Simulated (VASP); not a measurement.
# P (Cmce) in VASP: settings compared

Aim: see how the results for P move with the level of theory and the settings. Levels: PBEsol, r2SCAN, HSE06, PBE0, PBE. Tasks: single point.

Everything below comes from runs of VASP 6.6.1. Logs are shortened: lines on timing, memory, paths and dates and some standing lists are left out, and cuts for length are marked.

## 1. The structure

It takes space group Cmce (No. 64, orthorhombic). The conventional cell has a = 3.318 Å, b = 10.198 Å, c = 4.171 Å, α = 90.00°, β = 90.00°, γ = 90.00°. Around P (site symmetry m) lie 3 P at 2.22 to 2.25 Å.

## 2. Single point, PBEsol

INCAR

```
ALGO = Fast
EDIFF = 1E-6
ENCUT = 450
GGA = PS
ISIF = 2
ISMEAR = 0
KPAR = 4
LASPH = True
LCHARG = False
LREAL = False
LWAVE = False
NBANDS = 18
NELM = 120
PREC = Accurate
SIGMA = 0.02
```

KPOINTS

```
k-points
0
Gamma
  10 10 7
```

POSCAR

```
P                                       
1.0
    1.6588370446     -5.0988726779     -0.0000000000
    1.6588370446      5.0988726779      0.0000000000
    0.0000000000     -0.0000000000      4.1712965232
  P             
     4
Direct
     0.1060452640824326    0.8939547359175675    0.0726360135275234
     0.6060452640824325    0.3939547359175674    0.4273639864724766
     0.8939547359175675    0.1060452640824326    0.9273639864724765
     0.3939547359175674    0.6060452640824325    0.5726360135275235
```

Potentials or basis: VASP PAW PBE potentials, release 64 (P).

Launch:

```console
$ cat potpaw_PBE.64/P/POTCAR > POTCAR
$ mpirun -np 4 vasp_std > vasp.out
```

OUTCAR:

```text
EDIFF = 1E-6
   ENCUT = 450
   GGA = PS
   ISIF = 2
   ISMEAR = 0
   LASPH = True
   LREAL = False
   NELM = 120
   PREC = Accurate

 ion  position               nearest neighbor table
   1  0.106  0.894  0.073-   2 2.22   2 2.22   3 2.25
   2  0.606  0.394  0.427-   1 2.22   1 2.22   4 2.25
   3  0.894  0.106  0.927-   4 2.22   4 2.22   1 2.25
   4  0.394  0.606  0.573-   3 2.22   3 2.22   2 2.25

  LATTYP: Found a base centered orthorhombic cell.
 ALAT       =     3.3176740892
 B/A-ratio  =     3.0737634504
 C/A-ratio  =     1.2572954459

  Lattice vectors:

 A1 = (   1.6588370446,  -5.0988726779,   0.0000000000)
 A2 = (   1.6588370446,   5.0988726779,   0.0000000000)
 A3 = (   0.0000000000,   0.0000000000,   4.1712965232)

Analysis of symmetry for initial positions (statically):
=====================================================================
 Subroutine PRICEL returns:
 Original cell was already a primitive cell.

 Routine SETGRP: Setting up the symmetry group for a
 base centered orthorhombic supercell.

 Subroutine GETGRP returns: Found  8 space group operations
 (whereof  4 operations were pure point group operations)
 out of a pool of  8 trial point group operations.

The static configuration has the point symmetry C_2h.
 The point group associated with its full space group is D_2h.

Analysis of symmetry for dynamics (positions and initial velocities):
=====================================================================
 Subroutine PRICEL returns:
 Original cell was already a primitive cell.

 Routine SETGRP: Setting up the symmetry group for a
 base centered orthorhombic supercell.

 Subroutine GETGRP returns: Found  8 space group operations
 (whereof  4 operations were pure point group operations)
 out of a pool of  8 trial point group operations.

The dynamic configuration has the point symmetry C_2h.
 The point group associated with its full space group is D_2h.

 Subroutine INISYM returns: Found  8 space group operations
 (whereof  4 operations are pure point group operations),
 and found     1 'primitive' translations

----------------------------------------------------------------------------------------

                                     Primitive cell

  volume of cell :      70.5633

  direct lattice vectors                    reciprocal lattice vectors
     1.658837045 -5.098872678  0.000000000     0.301415984 -0.098060891  0.000000000
     1.658837045  5.098872678  0.000000000     0.301415984  0.098060891  0.000000000
     0.000000000  0.000000000  4.171296523     0.000000000  0.000000000  0.239733616

  length of vectors
     5.361925300  5.361925300  4.171296523     0.316966140  0.316966140  0.239733616

  position of ions in fractional coordinates (direct lattice)
     0.106045264  0.893954736  0.072636014
     0.606045264  0.393954736  0.427363986
     0.893954736  0.106045264  0.927363986
     0.393954736  0.606045264  0.572636014

  ion indices of the primitive-cell ions
   primitive index   ion index
                 1           1
                 2           2
                 3           3
                 4           4

----------------------------------------------------------------------------------------

 KPOINTS: k-points

Automatic generation of k-mesh.
 Grid dimensions read from file:
 generate k-points for:   10   10    7

 Generating k-lattice:

  Cartesian coordinates                     Fractional coordinates (reciprocal lattice)
     0.030141598 -0.009806089  0.000000000     0.100000000 -0.000000000  0.000000000
     0.030141598  0.009806089  0.000000000    -0.000000000  0.100000000  0.000000000
     0.000000000  0.000000000  0.034247659     0.000000000  0.000000000  0.142857143

  Length of vectors
     0.031696614  0.031696614  0.034247659

  Shift w.r.t. Gamma in fractional coordinates (k-lattice)
     0.000000000  0.000000000  0.000000000

 Subroutine IBZKPT returns following result:
 ===========================================

 Found    124 irreducible k-points:

 Following reciprocal coordinates:
            Coordinates               Weight
  0.000000  0.000000  0.000000      1.000000
  0.100000  0.000000  0.000000      4.000000
  0.200000  0.000000  0.000000      4.000000
  0.300000  0.000000  0.000000      4.000000
  0.400000  0.000000  0.000000      4.000000
  0.500000  0.000000  0.000000      2.000000
[... 16 lines left out ...]
  0.300000  0.300000  0.000000      2.000000
  0.400000  0.300000  0.000000      4.000000
 [... further k-points ...]
   k-points           NKPTS =    124   k-points in BZ     NKDIM =    124   number of bands    NBANDS=     18
   number of dos      NEDOS =    301   number of ions     NIONS =      4
   total plane-waves  NPLWV =  48000
   dimension x,y,z NGX =    40 NGY =   40 NGZ =   30
   dimension x,y,z NGXF=    80 NGYF=   80 NGZF=   60
   ions per type =               4
   NGX,Y,Z   is equivalent  to a cutoff of  12.40, 12.40, 11.96 a.u.
[... 34 lines left out ...]
  Thomas-Fermi vector in A             =   2.211226
   LORBIT       =      0    0 simple, 1 ext, 2 COOP (PROOUT), +10 PAW based schemes
   GGA     = PS    functional components
   LHFCALC =     F    Hartree Fock is set to
   AEXX    =    0.0000 exact exchange contribution
   IVDW    =     0    specifies the selected vdW correction
   LEPSILON=     F    determine dielectric tensor
   LRPA    =     F    only Hartree local field effects (RPA)
 non-spin polarized calculation
 RMM-DIIS sequential band-by-band and
 Gauss-broadening in eV      SIGMA  =   0.02
  energy-cutoff  :      450.00
  volume of cell :       70.56
 maximum number of plane-waves:      1546
 NGX is ok and might be reduce to    40
   NGX = 19   NGY = 19   NGZ = 15

 number of electron      19.9999998 magnetization

 Free energy of the ion-electron system (eV)
  ---------------------------------------------------
  ext. energy  EPLUGINS =         0.00000000
  ---------------------------------------------------
  free energy    TOTEN  =       -23.04623570 eV

  energy without entropy =      -23.04611109  energy(sigma->0) =      -23.04617339

 E-fermi :   7.3679     XC(G=0): -10.3939

 val. band max:        7.3599476116   @ k =   0.5000   0.1000   0.0000
 cond. band min:       7.3914540654   @ k =   0.4000   0.4000   0.0000
 fundamental gap:      0.0315064538
 Fermi energy:         7.3679419707

 k-point     1 :       0.0000    0.0000    0.0000
  band No.  band energies     occupation
      1      -8.6933      2.00000
      2      -5.3244      2.00000
      3      -1.8026      2.00000
      4      -0.0044      2.00000
      5       2.1952      2.00000
      6       3.1313      2.00000
[... 10 lines left out ...]
     17      14.5841      0.00000
     18      14.7121      0.00000

 k-point     2 :       0.1000    0.0000    0.0000
  band No.  band energies     occupation
      1      -8.5660      2.00000
      2      -5.2246      2.00000
      3      -1.9110      2.00000
      4       0.1297      2.00000
      5       2.3144      2.00000
      6       2.5222      2.00000
[... 10 lines left out ...]
     17      13.4179      0.00000
     18      14.3972      0.00000

 k-point     3 :       0.2000    0.0000    0.0000
  band No.  band energies     occupation
      1      -8.1866      2.00000
      2      -4.9230      2.00000
      3      -2.3631      2.00000
      4       0.5224      2.00000
      5       1.1844      2.00000
      6       1.9808      2.00000
[... 10 lines left out ...]
     17      12.0378      0.00000
     18      14.2442      0.00000

 k-point     4 :       0.3000    0.0000    0.0000
  band No.  band energies     occupation
      1      -7.5627      2.00000
      2      -4.4147      2.00000
      3      -3.2874      2.00000
      4      -0.2701      2.00000
      5       1.1378      2.00000
      6       1.7814      2.00000
[... 375 lines left out ...]
      4       0.3723      2.00000
      5       2.3275      2.00000
      6       2.7065      2.00000
[... 10 lines left out ...]
     17      13.8143      0.00000
     18      14.3106      0.00000

 k-point    23 :       0.3000    0.3000    0.0000
  band No.  band energies     occupation
      1      -6.4850      2.00000
      2      -4.6283      2.00000
      3      -4.2493      2.00000
      4      -1.0856      2.00000
      5       1.9604      2.00000
      6       2.6060      2.00000
[... 10 lines left out ...]
     17      14.3978      0.00000
     18      14.4854      0.00000

 k-point    24 :       0.4000    0.3000    0.0000
  band No.  band energies     occupation
      1      -7.2949      2.00000
      2      -5.0831      2.00000
      3      -3.4116      2.00000
      4       0.2569      2.00000
      5       1.7482      2.00000
      6       2.1979      2.00000
[... 10 lines left out ...]
     17      13.5465      0.00000
     18      14.2528      0.00000

 [... further k-points ...]

------------------------ aborting loop because EDIFF is reached ----------------------------------------

  FORCE on cell =-STRESS in cart. coord.  units (eV):
  Direction    XX          YY          ZZ          XY          YZ          ZX
  --------------------------------------------------------------------------------------
  -------------------------------------------------------------------------------------
  Total        0.2374231      0.3429650      0.2937524      0.0000000      0.0000000      0.0000000
  in kB        5.3908171      7.7872010      6.6698034      0.0000000      0.0000000      0.0000000
  external PRESSURE =       6.6159405 kB  Pullay stress =       0.0000000 kB

 VOLUME and BASIS-vectors are now :
 -----------------------------------------------------------------------------
  energy-cutoff  :      450.00
  volume of cell :       70.56
      direct lattice vectors                 reciprocal lattice vectors
     1.658837045 -5.098872678  0.000000000     0.301415984 -0.098060891  0.000000000
     1.658837045  5.098872678  0.000000000     0.301415984  0.098060891  0.000000000
     0.000000000  0.000000000  4.171296523     0.000000000  0.000000000  0.239733616

 POSITION                                       TOTAL-FORCE (eV/Angst)
 -----------------------------------------------------------------------------------
      1.65884      4.01745      0.30299         0.000000     -0.012941     -0.046539
      1.65884     -1.08142      1.78266         0.000000     -0.012941      0.046539
      1.65884     -4.01745      3.86831         0.000000      0.012941      0.046539
      1.65884      1.08142      2.38863         0.000000      0.012941     -0.046539
 -----------------------------------------------------------------------------------
    total drift:                                0.000000     -0.000000      0.000000

  FREE ENERGIE OF THE ION-ELECTRON SYSTEM (eV)
  ---------------------------------------------------
  free  energy   TOTEN  =       -23.0462356980 eV

  energy  without entropy=      -23.0461110900  energy(sigma->0) =      -23.04617339
```

Run time: 22 s. Hardware: 4 MPI ranks of Intel Xeon Platinum 8488C (Sapphire Rapids), shared host; peak memory 0.24 GiB.

What came out:

* Free energy: -23.0462 eV
* Pressure: 0.7 GPa
* Largest force: 0.048 eV/Å
* Band gap on the k mesh: none (metal or under the smearing width)

Forces in eV/Å, atoms in the order of the input:
```
P    0.000 -0.013 -0.047
P    0.000 -0.013  0.047
P    0.000  0.013  0.047
P    0.000  0.013 -0.047
```

Stress tensor (GPa, compression positive):
```
0.54 0.00 0.00
0.00 0.78 0.00
0.00 0.00 0.67
```

Levels at points of the mesh, in eV from the Fermi level:
| k point | band 6 | band 7 | band 8 | band 9 | band 10 | band 11 | band 12 | band 13 | band 14 | band 15 |
| --- | --- | --- | --- | --- | --- | --- | --- | --- | --- | --- |
| (0.00, 0.00, 0.00) | -4.24 | -4.11 | -2.91 | -2.67 | -1.40 | 0.95 | 1.14 | 1.83 | 3.42 | 5.46 |
| (0.50, 0.00, 0.00) | -5.07 | -3.26 | -3.26 | -2.69 | -2.69 | 0.74 | 0.74 | 1.02 | 1.02 | 3.35 |
| (0.50, 0.50, 0.00) | -5.26 | -4.40 | -2.18 | -1.84 | -0.42 | 0.44 | 0.59 | 2.41 | 3.13 | 5.73 |

Caveat: the PAW data sets were made with another functional, which shifts forces and pressure a little.

## 3. Single point, r2SCAN

INCAR

```
ALGO = Normal
EDIFF = 1E-6
ENCUT = 450
ISIF = 2
ISMEAR = 0
KPAR = 4
LASPH = True
LCHARG = False
LMIXTAU = True
LREAL = False
LWAVE = False
METAGGA = R2SCAN
NBANDS = 18
NELM = 120
PREC = Accurate
SIGMA = 0.02
```

KPOINTS is that of step 2.

POSCAR is that of step 2.

Potentials or basis: VASP PAW PBE potentials, release 64 (P).

Launch:

```console
$ cat potpaw_PBE.64/P/POTCAR > POTCAR
$ mpirun -np 4 vasp_std > vasp.out
```

Run time: 1.8 min. Hardware: 4 MPI ranks of Intel Xeon Platinum 8488C (Sapphire Rapids), shared host; peak memory 0.26 GiB.

Results (log left out):

```
Free energy            : -35.7464 eV
Pressure               : 2.6 GPa
Largest force          : 0.392 eV/Å
Band gap on the k mesh : none (metal or under the smearing width)
```

Forces in eV/Å, atoms in the order of the input:
```
P    0.000  0.223  0.322
P    0.000  0.223 -0.322
P    0.000 -0.223 -0.322
P    0.000 -0.223  0.322
```

Stress tensor (GPa, compression positive):
```
2.44 0.00 0.00
0.00 2.69 0.00
0.00 0.00 2.73
```

Levels at points of the mesh, in eV from the Fermi level:
```csv
k point,band 6,band 7,band 8,band 9,band 10,band 11,band 12,band 13,band 14,band 15
"(0.00, 0.00, 0.00)",-4.57,-4.57,-3.24,-3.08,-1.66,0.95,1.27,1.93,3.44,5.59
"(0.50, 0.00, 0.00)",-5.54,-3.61,-3.61,-2.96,-2.96,0.80,0.80,1.10,1.10,3.45
"(0.50, 0.50, 0.00)",-5.64,-4.86,-2.58,-2.12,-0.43,0.32,0.62,2.53,3.13,6.00
```

Caveat: the PAW data sets were made with another functional, which shifts forces and pressure a little.

## 4. Single point, HSE06

POSCAR is that of step 3.

INCAR.step1

```
ALGO = Normal
EDIFF = 1E-5
ENCUT = 450
GGA = PE
ISIF = 2
ISMEAR = 0
KPAR = 4
LASPH = True
LCHARG = False
LREAL = False
LWAVE = True
NBANDS = 18
NELM = 120
PREC = Accurate
SIGMA = 0.02
```

INCAR.step2

```
ALGO = Normal
EDIFF = 1E-6
ENCUT = 450
GGA = PE
HFSCREEN = 0.2
ISIF = 2
ISMEAR = 0
ISTART = 1
KPAR = 4
LASPH = True
LCHARG = False
LHFCALC = True
LREAL = False
LWAVE = False
NBANDS = 18
NELM = 120
PREC = Accurate
PRECFOCK = Fast
SIGMA = 0.02
```

KPOINTS

```
k-points
0
Gamma
  6 6 5
```

Launch:

```console
$ cat potpaw_PBE.64/P/POTCAR > POTCAR
$ cp INCAR.step1 INCAR
$ mpirun -np 4 vasp_std > vasp.out
$ cp INCAR.step2 INCAR
$ mpirun -np 4 vasp_std > vasp.out
```

Wall time 7.8 min (4 MPI ranks of Intel Xeon Platinum 8488C (Sapphire Rapids), shared host); peak memory 0.32 GiB.

The run converged. Its results:

| Property | Result |
| --- | --- |
| Free energy | -25.7134 eV |
| Pressure | 1.0 GPa |
| Largest force | 0.446 eV/Å |
| Band gap on the k mesh | 0.41 eV, indirect (least direct gap 0.45 eV) |

Forces in eV/Å, atoms in the order of the input:
```
P    0.000  0.341  0.288
P    0.000  0.341 -0.288
P    0.000 -0.341 -0.288
P    0.000 -0.341  0.288
```

Stress tensor (GPa, compression positive):
```
1.41 0.00 0.00
0.00 0.27 0.00
0.00 0.00 1.39
```

Levels at points of the mesh, in eV from the valence-band top:
| k point | band 8 | band 9 | band 10 | band 11 | band 12 | band 13 |
| --- | --- | --- | --- | --- | --- | --- |
| (0.00, 0.00, 0.00) | -3.33 | -3.08 | -1.68 | 1.48 | 1.75 | 2.52 |
| (0.50, 0.00, 0.00) | -3.73 | -3.06 | -3.06 | 1.26 | 1.26 | 1.59 |
| (0.50, 0.50, 0.00) | -2.55 | -2.16 | 0.00 | 0.45 | 1.06 | 3.18 |

Caveat: the PAW data sets were made with another functional, which shifts forces and pressure a little; an odd mesh through Γ misses points on the zone boundary, where band edges often lie.

## 5. Single point, PBE0

POSCAR is that of step 4.

INCAR.step1 is that of step 4.

Changes to INCAR.step2 since step 4:

```diff
@@ -1 +1,2 @@
+AEXX = 0.25
 ALGO = Normal
@@ -4,3 +5,3 @@
 GGA = PE
-HFSCREEN = 0.2
+HFRCUT = -1
 ISIF = 2
```

KPOINTS is that of step 4.

Launch:

```console
$ cat potpaw_PBE.64/P/POTCAR > POTCAR
$ cp INCAR.step1 INCAR
$ mpirun -np 4 vasp_std > vasp.out
$ cp INCAR.step2 INCAR
$ mpirun -np 4 vasp_std > vasp.out
```

Run time: 7.8 min. Hardware: 4 MPI ranks of Intel Xeon Platinum 8488C (Sapphire Rapids), shared host; peak memory 0.22 GiB.

Results (log left out):

```yaml
Free_energy: -27.9665 eV
Pressure: 0.9 GPa
Largest_force: 0.483 eV/Å
Band_gap_on_the_k_mesh: 0.55 eV, direct
```

Forces in eV/Å, atoms in the order of the input:
```
P    0.000  0.368  0.313
P    0.000  0.368 -0.313
P    0.000 -0.368 -0.313
P    0.000 -0.368  0.313
```

Stress tensor (GPa, compression positive):
```
1.09 0.00 0.00
0.00 0.17 0.00
0.00 0.00 1.29
```

Levels at points of the mesh, in eV from the valence-band top:
| k point | band 8 | band 9 | band 10 | band 11 | band 12 | band 13 |
| --- | --- | --- | --- | --- | --- | --- |
| (0.00, 0.00, 0.00) | -3.63 | -3.39 | -1.97 | 1.87 | 2.17 | 2.95 |
| (0.50, 0.00, 0.00) | -4.02 | -3.36 | -3.36 | 1.65 | 1.65 | 1.99 |
| (0.50, 0.50, 0.00) | -2.86 | -2.42 | 0.00 | 0.55 | 1.48 | 3.61 |

Caveat: the PAW data sets were made with another functional, which shifts forces and pressure a little; an odd mesh through Γ misses points on the zone boundary, where band edges often lie.

## 6. Single point, PBE

INCAR

```
ALGO = Fast
EDIFF = 1E-6
ENCUT = 300
GGA = PE
ISIF = 2
ISMEAR = 0
KPAR = 4
LASPH = True
LCHARG = False
LREAL = False
LWAVE = False
NBANDS = 18
NELM = 120
PREC = Accurate
SIGMA = 0.02
```

KPOINTS

```
k-points
0
Gamma
  10 10 7
```

POSCAR is that of step 5.

Potentials or basis: VASP PAW PBE potentials, release 64 (P).

Launch:

```console
$ cat potpaw_PBE.64/P/POTCAR > POTCAR
$ mpirun -np 4 vasp_std > vasp.out
```

It took 13 s on 4 MPI ranks of Intel Xeon Platinum 8488C (Sapphire Rapids), shared host; peak memory 0.17 GiB.

The run converged. Its results:

```yaml
Free_energy: -21.3596 eV
Pressure: 3.5 GPa
Largest_force: 0.015 eV/Å
Band_gap_on_the_k_mesh: none (metal or under the smearing width)
```

Forces in eV/Å, atoms in the order of the input:
```
P    0.000  0.000 -0.015
P    0.000  0.000  0.015
P    0.000  0.000  0.015
P    0.000  0.000 -0.015
```

Stress tensor (GPa, compression positive):
```
3.43 0.00 0.00
0.00 3.42 0.00
0.00 0.00 3.56
```

Levels at points of the mesh, in eV from the Fermi level:
```tsv
k point	band 6	band 7	band 8	band 9	band 10	band 11	band 12	band 13	band 14	band 15
(0.00, 0.00, 0.00)	-4.34	-4.18	-2.96	-2.75	-1.46	0.93	1.15	1.82	3.36	5.39
(0.50, 0.00, 0.00)	-5.13	-3.31	-3.31	-2.75	-2.75	0.75	0.75	1.01	1.01	3.31
(0.50, 0.50, 0.00)	-5.35	-4.46	-2.27	-1.89	-0.43	0.39	0.56	2.38	3.07	5.70
```

Caveat: the cutoff is under 1.25 times the usual one of these potentials, so pressure, stress and relaxed cells hold a basis-set (Pulay) error.

## 7. Summary

| level | k mesh | cutoff (eV) | grid for exact exchange (PRECFOCK) | screening parameter | exchange at q = 0 | gap on the mesh (eV) | pressure (GPa) | largest force (eV/Å) |
| --- | --- | --- | --- | --- | --- | --- | --- | --- |
| PBEsol | 10 × 10 × 7 | 450 | - | - | - | none | 0.7 | 0.05 |
| r2SCAN | 10 × 10 × 7 | 450 | - | - | - | none | 2.6 | 0.39 |
| HSE06 | 6 × 6 × 5 | 450 | Fast | 0.2 1/A | - | 0.41 | 1.0 | 0.45 |
| PBE0 | 6 × 6 × 5 | 450 | Fast | - | truncated | 0.55 | 0.9 | 0.48 |
| PBE | 10 × 10 × 7 | 300 | - | - | - | none | 3.5 | 0.01 |

Alike in all rows: task single point; potentials or basis VASP PAW PBE potentials, release 64 (P); no spin polarisation; cell as given; smearing gaussian 0.02 eV.

On the cell as given the gap runs from zero (PBEsol) to 0.55 eV (PBE0); the meshes differ, which moves gaps too. The pressure there spans 0.7 GPa (PBEsol) to 3.5 GPa (PBE); a positive pressure means that this level wants a larger cell, a negative one a smaller.

Caveats: the PAW data sets were made with another functional, which shifts forces and pressure a little (some runs); an odd mesh through Γ misses points on the zone boundary, where band edges often lie (some runs); the cutoff is under 1.25 times the usual one of these potentials, so pressure, stress and relaxed cells hold a basis-set (Pulay) error (some runs).

Absolute energies hang on the potentials; compare differences alone.
